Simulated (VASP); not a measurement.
GaAs: relaxation of cell and atoms with PBEsol+D3(BJ)

GaAs:

```
As Ga
1.0
     0.00000    2.82685    2.82685
     2.82685    0.00000    2.82685
     2.82685    2.82685    0.00000
As Ga
1 1
Cartesian
  4.2403 4.2403 4.2403
  0.0000 0.0000 0.0000
```

```yaml
Program: VASP 6.6.1
Task: relaxation of cell and atoms
Functional: PBEsol
Dispersion: D3(BJ)
Potentials_or_basis: VASP PAW PBE potentials, release 64 (As, Ga_d)
Cutoff: 600 eV
k_mesh: 8 × 8 × 8
Occupations: fermi-dirac, width 0.05 eV
Spin: no spin polarisation
Further_INCAR_settings: ALGO = Normal; EDIFF = 1e-06; IBRION = 2; EDIFFG = -0.01; NSW = 60; ISIF = 3
```

```json
{"Relaxed volume": "22.03 Å³/atom", "Relaxed cell": "a = 3.965 Å, b = 3.965 Å, c = 3.965 Å, α = 60.00°, β = 60.00°, γ = 60.00°", "Space group after relaxing (to 0.05 Å)": "F-43m (No. 216)", "Energy gained by relaxing": "3.1 meV/atom", "Ionic steps": "3", "Pressure after relaxing": "0.0 GPa", "Band gap on the k mesh": "0.64 eV, direct", "Dispersion energy per atom": "-0.307 eV"}
```

Step by step:
```
step  energy change (eV)  largest force (eV/Å)  pressure (GPa)  volume (Å³)
   1              0.0000                0.0000           -1.77        45.18
   2             -0.0049                0.0000            0.82        43.56
   3             -0.0063                0.0000            0.02        44.07
```

Final structure:
```xyz
2
Lattice="0.0000 2.8034 2.8034 2.8034 0.0000 2.8034 2.8034 2.8034 0.0000" Properties=species:S:1:pos:R:3 pbc="T T T"
As    4.2052    4.2052    4.2052
Ga    0.0000    0.0000    0.0000
```

Levels at points of the mesh, in eV from the valence-band top:
```tsv
k point	band 6	band 7	band 8	band 9	band 10	band 11	band 12	band 13
(0.00, 0.00, 0.00)	-12.94	0.00	0.00	0.00	0.64	3.69	3.69	3.69
(0.50, 0.00, 0.00)	-11.08	-6.82	-1.19	-1.19	1.00	4.59	4.59	7.60
(0.50, 0.50, 0.00)	-10.30	-6.97	-2.79	-2.79	1.30	1.55	10.33	10.33
```

It took 21 s on 1 thread of Intel(R) Xeon(R) Platinum 8488C (Sapphire Rapids) (shared host), peak memory 0.2 GiB.

Caveat: the PAW data sets were made with another functional, which shifts forces and pressure a little. A hybrid or GW would open this gap; PBEsol tends to underestimate it.
